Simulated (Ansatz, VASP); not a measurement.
## BaZrO3: VASP beside Ansatz

Contents of INCAR:

```
  ALGO = Normal
  EDIFF = 1E-6
  EDIFFG = -0.002
  ENCUT = 600
  GGA = PS
  IBRION = 2
  ISIF = 3
  ISMEAR = 0
  LASPH = True
  LCHARG = False
  LREAL = False
  LWAVE = False
  NELM = 100
  NSW = 100
  PREC = Accurate
  SIGMA = 0.02
```

The input KPOINTS:

```
k-points
0
Gamma
  6 6 6
```

Contents of POSCAR:

```
BaZrO3
1.0
    4.2123871500      0.0000000000      0.0000000000
    0.0000000000      4.2123871500      0.0000000000
    0.0000000000      0.0000000000      4.2123871500
Ba Zr O
1 1 3
Direct
    0.0000000000      0.0000000000      0.0000000000
    0.5000000000      0.5000000000      0.5000000000
    0.5000000000      0.5000000000      0.0000000000
    0.5000000000      0.0000000000      0.5000000000
    0.0000000000      0.5000000000      0.5000000000
```

Input for Ansatz:

```yaml
crystal:
  lattice:
    - [4.21238715, 0.0, 0.0]
    - [0.0, 4.21238715, 0.0]
    - [0.0, 0.0, 4.21238715]
  atoms:
    - { symbol: Ba, position: [0.0, 0.0, 0.0] }
    - { symbol: Zr, position: [0.5, 0.5, 0.5] }
    - { symbol: O, position: [0.5, 0.5, 0.0] }
    - { symbol: O, position: [0.5, 0.0, 0.5] }
    - { symbol: O, position: [0.0, 0.5, 0.5] }
basis:
  ecutwfc: 420
kpoints:
  mp_grid: { grid: [6, 6, 6] }
hamiltonian:
  xc: pbesol
scf:
  occupations: { method: gaussian, width: 0.02 }
output:
  forces: true
  stress: true
  eigenvalues: true
relax:
  adjacent_minimum: "off"
  f_tol: 0.002
  max_steps: 80
  cell: { stress_tol: 0.02 }
```

The cell was built by a generator and isn't the measured one.

Alike in both runs: task relaxation of cell and atoms; functional PBEsol; k mesh 6 × 6 × 6; occupations gaussian, width 0.02 eV; no spin polarisation.

```csv
,VASP,Ansatz
version,VASP 6.6.1,Ansatz 0.2.0
potentials or method,"VASP PAW PBE potentials, release 64 (Ba_sv, Zr_sv, O)","scalar-relativistic, plane waves, PAW"
plane-wave cutoff (eV),600,420
valence electrons in the cell,40,40
```

|  | VASP | Ansatz | Ansatz less VASP |
| --- | --- | --- | --- |
| gap on the k mesh at the Fermi level, each at its own relaxed structure (eV) | 3.11 | 3.17 | +0.063 |
| relaxed volume (Å³/atom) | 14.71 | 14.61 | -0.091 |
| relaxed cell length with the largest relative difference (Å) | 4.189 | 4.181 | -0.0087 |
| energy change over the relaxation (meV/atom) | -2 | -4 | -1.7 |

Caveats: the PAW data sets were made with another functional, which shifts forces and pressure a little (VASP); spin-orbit coupling is left out, which moves the levels of the heavy elements. A k mesh can miss the band edges. Expect the measured gap to be larger: semilocal functionals such as PBEsol lack the derivative discontinuity.
